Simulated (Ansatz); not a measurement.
Results of r²SCAN (plane waves, PAW; Ansatz, an electronic-structure program) for rock-salt LiI.

Settings: plane-wave cutoff 560 eV, 10×10×10 k mesh, Fermi–Dirac smearing 0.01 eV, scalar-relativistic PAW data made under PBE.

Properties against volume:

```csv
V (Å³/atom),P (GPa),direct gap at Γ (eV),smallest gap on the k mesh (eV)
25.619,1.48,5.423,5.009
26.164,0.93,5.320,5.009
26.710,0.44,5.224,5.007
27.255,0.00,5.132,5.006
27.800,-0.39,5.046,5.003
28.345,-0.75,4.964,4.961
28.890,-1.07,4.886,4.884
```

The fundamental gap (5.00 eV at the equilibrium volume, with added k points) lies elsewhere than Γ–Γ.

Measured, for comparison: band gap 6.4 eV (temperature not stated, no zero-point or thermal correction, sources range from 6.10 to 6.40; as tabulated in Aguado et al. (1998), arXiv:cond-mat/9809176).

Spin–orbit coupling is not included; with these elements it can move the gap by several tenths of an eV or more.
